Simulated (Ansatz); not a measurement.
Start from LiCl in the rock salt structure (space group Fm-3m, No. 225).

```
LiCl
1.0
    0.00000     2.57519     2.57519
    2.57519     0.00000     2.57519
    2.57519     2.57519     0.00000
Li Cl
1 1
Cartesian
  0.00000   0.00000   0.00000
  2.57519   2.57519   2.57519
```

Cartesian axes are those of the cell as printed.

Calculations: Ansatz (an electronic-structure program) PBE, spin-orbit coupling left out.

It is then changed as follows: every lattice vector is stretched by 2.50 %, atoms relaxed at fixed cell.

### Question
Predict the stress tensor and what it implies for the stiffness.

### Answer
Stress of the strained cell less that of the base (GPa, compression positive):
```
  -2.01    0.00    0.00
   0.00   -2.01    0.00
   0.00    0.00   -2.01
```

Then B = −ΔP/(ΔV/V₀) with ΔV/V₀ = 0.0769 gives secant stiffness values (nonlinear terms included at this strain): B ≈ 26 GPa.

As a check, the harmonic strain energy −½ V₀ Δσ:ε is 8.0 meV/atom; the computed energy rise is 8.8 meV/atom.

Stability against distortions was not tested.
